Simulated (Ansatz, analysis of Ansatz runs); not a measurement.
## Local vibrational mode of the U centre (hydride ion on a halide site) in CsI (PBE)

Subject: U centre (hydride ion on a halide site) in CsI. Wanted: its local vibrational mode, in one set-up (PBE, 54-site cell, measured lattice, 420 eV, k: the single point 1/4 1/4 1/4). The model is a cell of 54 host atoms with 1 I taken out and 1 H put in. The frequencies come from force constants among the defect atom and its neighbours, with the masses of the isotopes named. The measured lattice removes the functional's error in the volume.

**The experiment.** Threefold local mode of H-: 283 cm⁻¹, by infrared absorption (4.2-77 K) (quoted in “Electronic Absorption and Internal and External Vibrational Data of Atomic and Molecular Ions Doped in Alkali Halide Crystals (NSRDS-NBS 52)”, 1974, S. C. Jain, A. V. R. Warrier, S. K. Agarwal, quoting earlier work (1969)). The calculation is set beside it at the end.

Program: Ansatz 0.2.0. Level of theory: plane-wave PAW DFT, PBE; relaxation of all atoms of a defect supercell. Results are calculated unless marked as measured.

## Step 1: The structure

The cell holds 54 atoms: 27 Cs, 26 I and 1 H. Cell: a = 13.700 Å, b = 13.700 Å, c = 13.700 Å, α = 90.0°, β = 90.0°, γ = 90.0°. It derives from CsI (space group Pm-3m). Nearest the centre at fractional (0.500, 0.500, 0.500): H28 at 0.00 Å, Cs27 at 3.95 Å, Cs29 at 3.95 Å, Cs53 at 3.95 Å, Cs47 at 3.95 Å, Cs45 at 3.95 Å, Cs35 at 3.95 Å, Cs33 at 3.95 Å.

The host's primitive cell comes from a first run (plane-wave PAW DFT, PBE; relaxation of the host's atoms at the measured cell): vectors of 4.567, 4.567 and 4.567 Å. That is 47.62 Å³ an atom. The supercell is built on it.

## Step 2: Relaxation, charge 0

Every later number rests on the structure around the defect, so the atoms are relaxed at the host's lattice first.

relax/input.yaml reads:

```yaml
relax:
  f_tol: 0.01
  max_steps: 80
  escape_saddle: false
crystal:
  lattice:
    - [13.7001, 0.0, 0.0]
    - [0.0, 13.7001, 0.0]
    - [0.0, 0.0, 13.7001]
  atoms:
    - { symbol: Cs, position: [0.0, 0.0, 0.0] }
    - { symbol: I, position: [0.166666667, 0.166666667, 0.166666667] }
    - { symbol: Cs, position: [0.0, 0.0, 0.333333333] }
    - { symbol: I, position: [0.166666667, 0.166666667, 0.5] }
    - { symbol: Cs, position: [0.0, 0.0, 0.666666667] }
    - { symbol: I, position: [0.166666667, 0.166666667, 0.833333333] }
    - { symbol: Cs, position: [0.0, 0.333333333, 0.0] }
    - { symbol: I, position: [0.166666667, 0.5, 0.166666667] }
    - { symbol: Cs, position: [0.0, 0.333333333, 0.333333333] }
    - { symbol: I, position: [0.166666667, 0.5, 0.5] }
    - { symbol: Cs, position: [0.0, 0.333333333, 0.666666667] }
    - { symbol: I, position: [0.166666667, 0.5, 0.833333333] }
    - { symbol: Cs, position: [0.0, 0.666666667, 0.0] }
    - { symbol: I, position: [0.166666667, 0.833333333, 0.166666667] }
    - { symbol: Cs, position: [0.0, 0.666666667, 0.333333333] }
    - { symbol: I, position: [0.166666667, 0.833333333, 0.5] }
    - { symbol: Cs, position: [0.0, 0.666666667, 0.666666667] }
    - { symbol: I, position: [0.166666667, 0.833333333, 0.833333333] }
    - { symbol: Cs, position: [0.333333333, 0.0, 0.0] }
    - { symbol: I, position: [0.5, 0.166666667, 0.166666667] }
    - { symbol: Cs, position: [0.333333333, 0.0, 0.333333333] }
    - { symbol: I, position: [0.5, 0.166666667, 0.5] }
    - { symbol: Cs, position: [0.333333333, 0.0, 0.666666667] }
    - { symbol: I, position: [0.5, 0.166666667, 0.833333333] }
    - { symbol: Cs, position: [0.333333333, 0.333333333, 0.0] }
    - { symbol: I, position: [0.5, 0.5, 0.166666667] }
    - { symbol: Cs, position: [0.333333333, 0.333333333, 0.333333333] }
    - { symbol: H, position: [0.5, 0.5, 0.5] }
    - { symbol: Cs, position: [0.333333333, 0.333333333, 0.666666667] }
    - { symbol: I, position: [0.5, 0.5, 0.833333333] }
    - { symbol: Cs, position: [0.333333333, 0.666666667, 0.0] }
    - { symbol: I, position: [0.5, 0.833333333, 0.166666667] }
    - { symbol: Cs, position: [0.333333333, 0.666666667, 0.333333333] }
    - { symbol: I, position: [0.5, 0.833333333, 0.5] }
    - { symbol: Cs, position: [0.333333333, 0.666666667, 0.666666667] }
    - { symbol: I, position: [0.5, 0.833333333, 0.833333333] }
    - { symbol: Cs, position: [0.666666667, 0.0, 0.0] }
    - { symbol: I, position: [0.833333333, 0.166666667, 0.166666667] }
    - { symbol: Cs, position: [0.666666667, 0.0, 0.333333333] }
    - { symbol: I, position: [0.833333333, 0.166666667, 0.5] }
    - { symbol: Cs, position: [0.666666667, 0.0, 0.666666667] }
    - { symbol: I, position: [0.833333333, 0.166666667, 0.833333333] }
    - { symbol: Cs, position: [0.666666667, 0.333333333, 0.0] }
    - { symbol: I, position: [0.833333333, 0.5, 0.166666667] }
    - { symbol: Cs, position: [0.666666667, 0.333333333, 0.333333333] }
    - { symbol: I, position: [0.833333333, 0.5, 0.5] }
    - { symbol: Cs, position: [0.666666667, 0.333333333, 0.666666667] }
    - { symbol: I, position: [0.833333333, 0.5, 0.833333333] }
    - { symbol: Cs, position: [0.666666667, 0.666666667, 0.0] }
    - { symbol: I, position: [0.833333333, 0.833333333, 0.166666667] }
    - { symbol: Cs, position: [0.666666667, 0.666666667, 0.333333333] }
    - { symbol: I, position: [0.833333333, 0.833333333, 0.5] }
    - { symbol: Cs, position: [0.666666667, 0.666666667, 0.666666667] }
    - { symbol: I, position: [0.833333333, 0.833333333, 0.833333333] }
basis:
  ecutwfc: 420
  xc_grid: 2
hamiltonian:
  xc: pbe
kpoints:
  mp_grid: { grid: [1, 1, 1], shift: [0.25, 0.25, 0.25] }
scf:
  occupations: { method: fermi_dirac, width: 0.01 }
  max_iter: 120
output:
  forces: true
checkpoint:
  write: "../relax.run"
  compress: false
  write_wavefunctions: true
  write_every: 100000
```

Started as:

```sh
$ ansatz run input.yaml --threads 32 --pin off --max-ram 84787MiB --backend cuda --events-out ev --progress --plain --runs-dir out --max-vram 78GiB
```

Numbers of over 12 decimals in the logs are rounded to 6 here.

Output:

```text
Engine: ansatz 0.2.0, aarch64-unknown-linux-gnu
[...]
Pseudopotential: Cs, paw, valence charge 9, recommended cutoff 420 eV (normal), Cs.paw.azcp
Pseudopotential: I, paw, valence charge 17, recommended cutoff 420 eV (normal), I.paw.azcp
Pseudopotential: H, paw, valence charge 1, recommended cutoff 420 eV (normal), H.paw.azcp
Functional definition: PBE
[...]
Crystal: 54 atoms, lattice volume = 2571.409 Å³
Basis set: ecut = 420 eV, 50301 PW (Γ), exchange–correlation on 192×192×192 points (8 copies of the dense FFT grid, shifted against one another)
Bands: 412, of which v1, the nominal top of the filled ones, is band 343 counted from 1 (342 counted from 0)
[...]
k-points: 1
[...]
Functional: x = pbe(κ = 0.804, μ = 0.219515), c = pbe(β = 0.066725)
SCF iter   1: F=—  HF=-348541.820278 eV  |Δ(HF+E_count)|=         —  Δρ=1.64e-3  dr2=2.99e-1  Hψ=1782
[...]
SCF iter   1: F=—  HF=-348541.801494 eV  |Δ(HF+E_count)|=         —  Δρ=8.51e-7  dr2=1.94e-8  Hψ=1487
[...]
SCF iter   2: F=-348541.801559 eV  HF=-348541.801559 eV  |Δ(HF+E_count)|=   6.51e-5  Δρ=3.92e-7  dr2=5.07e-9  Hψ=1262
SCF 4 converged in 2 iterations: F = -348541.801559 eV  dr2 = 5.07e-9
[...]
relax step   4: F+E_penalty+E_count = -348541.80155905 eV  Δ(F+E_penalty+E_count) = -3.492e-10 eV  max|allowed force component| = 7.067e-3 eV/Å  Δτ_max = 0.0000 Å  (2 SCF iters, accepted)
[...]
SCF converged after 2 iterations
Free energy (F): -348541.801559 eV
[...]
Fermi energy:    6.607047 eV
--- Per-component energies (eV) ---
[...]
--- Forces (eV/Å), atoms counted from 1 ---
[...]
--- Band table (eV) ---
[...]
--- Relaxed structure (4 steps of the walk, 4 accepted, 0 SCFs on fresh bases) ---
[...]
```

Wall time 4.8 s (1 × NVIDIA GB200 with 32 threads of Arm Neoverse V2, shared host); peak memory 2 GiB; 14 s of CPU time.

The steps of the relaxation:

| step | energy less that of the first step (eV) | largest force component (eV/Å) |
| --- | --- | --- |
| 1 | 0.0000 | 0.0834 |
| 2 | -0.0492 | 0.0461 |
| 3 | -0.0738 | 0.0071 |
| 4 | -0.0738 | 0.0071 |

The atoms that moved most (Å):

```
atom      dx      dy      dz  length
Cs29   0.074   0.074  -0.073   0.127
Cs33   0.074  -0.073   0.074   0.127
Cs45  -0.073   0.074   0.074   0.127
Cs47  -0.074   0.073  -0.074   0.127
Cs35   0.073  -0.074  -0.074   0.127
Cs51  -0.074  -0.074   0.073   0.127
Cs53  -0.073  -0.073  -0.073   0.127
Cs27   0.073   0.073   0.073   0.127
```

Neighbours of H28 at the end:

```
atom  distance (Å)
Cs29         3.828
Cs45         3.828
Cs33         3.828
Cs35         3.828
Cs47         3.828
Cs51         3.828
Cs27         3.828
Cs53         3.828
```

This step gave:

| Property | Result |
| --- | --- |
| free energy | -348541.8016 eV |

The relaxation ends 1.4 meV an atom lower, with a largest force component of 0.0071 eV/Å.

## Step 3: Local vibrational modes

A local mode lives on the defect and the atoms next to it, so only the sites listed in the input are displaced, which costs far fewer SCF runs than the whole cell would.

This step: plane-wave PAW DFT, PBE; finite-displacement force constants among the atoms nearest to a defect, the others at rest.

modes/input.yaml reads:

```yaml
crystal:
  lattice:
    - [13.7001, 0.0, 0.0]
    - [0.0, 13.7001, 0.0]
    - [0.0, 0.0, 13.7001]
  atoms:
    - { symbol: Cs, position: [0.0, 0.0, 0.0] }
    - { symbol: I, position: [0.167640244, 0.167640244, 0.167640244] }
[... 7 atom lines left out ...]
    - { symbol: I, position: [0.167494021, 0.500006993, 0.500006993] }
[... 16 atom lines left out ...]
    - { symbol: Cs, position: [0.338674981, 0.338674981, 0.338674981] }
    - { symbol: H, position: [0.5, 0.5, 0.5] }
    - { symbol: Cs, position: [0.338701306, 0.338701306, 0.661310577] }
[... 3 atom lines left out ...]
    - { symbol: Cs, position: [0.338701306, 0.661310577, 0.338701306] }
    - { symbol: I, position: [0.499993007, 0.832505979, 0.499993007] }
    - { symbol: Cs, position: [0.338689423, 0.661298694, 0.661298694] }
[... 9 atom lines left out ...]
    - { symbol: Cs, position: [0.661310577, 0.338701306, 0.338701306] }
    - { symbol: I, position: [0.832505979, 0.499993007, 0.499993007] }
    - { symbol: Cs, position: [0.661298694, 0.338689423, 0.661298694] }
[... 3 atom lines left out ...]
    - { symbol: Cs, position: [0.661298694, 0.661298694, 0.338689423] }
[... 1 atom line left out ...]
    - { symbol: Cs, position: [0.661325019, 0.661325019, 0.661325019] }
    - { symbol: I, position: [0.832359756, 0.832359756, 0.832359756] }
basis:
  ecutwfc: 420
  xc_grid: 2
hamiltonian:
  xc: pbe
kpoints:
  mp_grid: { grid: [1, 1, 1], shift: [0.25, 0.25, 0.25] }
scf:
  occupations: { method: fermi_dirac, width: 0.01 }
  max_iter: 120
output: {}
checkpoint:
  read: "../relax.run"
phonons:
  supercell: [1, 1, 1]
  displaced_sites: [26, 27, 28, 32, 34, 44, 46, 50, 52]
```

Output:

```text
[...]
Crystal: 54 atoms, lattice volume = 2571.409 Å³
Basis set: ecut = 420 eV, 50301 PW (Γ), exchange–correlation on 192×192×192 points (8 copies of the dense FFT grid, shifted against one another)
Bands: 412, of which v1, the nominal top of the filled ones, is band 343 counted from 1 (342 counted from 0)
[...]
k-points: 1
[...]
SCF iter   1: F=—  HF=-348541.801559 eV  |Δ(HF+E_count)|=         —  Δρ=3.94e-7  dr2=5.17e-9  Hψ=1503
[...]
SCF 1 converged in 4 iterations: F = -348541.801559 eV  dr2 = 2.66e-11
[...]
SCF 8 converged in 5 iterations: F = -348541.801558 eV  dr2 = 6.13e-13
SCF converged after 4 iterations
Free energy (F): -348541.801559 eV
[...]
the frequencies, the zero-point energy and the sums are of the block with the acoustic sum rule laid on its rows. Row sums over every site: 6.8e-4 eV/Å² at the most
  transpose residual: 1.1e-5 eV/Å²
  largest component of a force at the reference: 9.3e-4 eV/Å on a named site, 7.1e-3 eV/Å on a site at rest
  frequencies among the named sites at Γ of the cell (cm⁻¹): 11.73 11.87 11.87 24.82 30.31 30.31 30.31 42.22 42.22 43.47 43.48 43.48 46.59 46.59 46.59 51.24 51.24 51.25 51.67 54.78 54.78 54.78 61.69 61.69 218.88 219.06 219.06
  unstable modes among the named sites: 0
  frequencies as built, with no sum rule (cm⁻¹): 11.97 12.11 12.11 24.81 30.30 30.30 30.30 42.23 42.23 43.48 43.49 43.49 46.61 46.61 46.61 51.24 51.24 51.26 51.67 54.78 54.79 54.79 61.69 61.69 219.28 219.46 219.46
  zero-point energy: 0.102657 eV/cell   skipped modes (ω ≤ 0): 0
  not written: the harmonic force-constant file, the file of eigenvectors (these modes' are written with the force constants), the density of states and the dispersion, which are of every site
[...]
[key lines of the parts left out:]
Fermi energy:    6.607025 eV
```

It took 6.4 s on 1 × NVIDIA GB200 with 32 threads; peak memory 2.4 GiB; 25 s of CPU time.

Reading the cycles: dr2 is the Hartree energy of the density residual (eV), the measure of convergence; HF is the Harris–Foulkes estimate of the energy, which meets the free energy F at convergence.

Read from the output:

```yaml
free_energy: -348541.8016 eV
```

The modes with the largest weight on the probed atoms (the light atom of a pair), for the masses of each isotope. Modes of the displaced atoms (local only where they lie over the host's phonons):

```
isotopes  mode (cm⁻¹)  share of the defect atoms
       H        219.1                      0.961
       H        219.1                      0.961
       H        218.9                      0.961
       D          158                      0.923
       D          158                      0.923
       D        157.9                      0.923
```

## Step 4: What came out

- distance from the defect atom to its nearest neighbour: 3.828 Å
- threefold local mode of H-: 219 cm⁻¹
- threefold local mode of D-: 158 cm⁻¹
- time of the whole chain: 13 s on 32 threads and a graphics card

In words: Threefold local mode of H-: computed 219 cm⁻¹, measured 283 cm⁻¹; 64 cm⁻¹ (23 %) below the measurement. The ion's well is wide, so the mode is sensitive to the lattice constant, one possible source of the difference. Only the named neighbours move, so modes near the host's band are approximate.

[Logs are printed without paths, hosts, clocks, repeated set-up lines and the standing remarks that a program may print on its own settings, such as how far it seeks lower states.]

[Hosts, paths, dates, database ids (printed as entryN), source tags and the programs' standing remarks are cut or masked in the printed files.]

[For some hosts the program warned that the k-mesh of the response run may be too coarse for force constants and the static dielectric constant; such warnings are not shown here.]
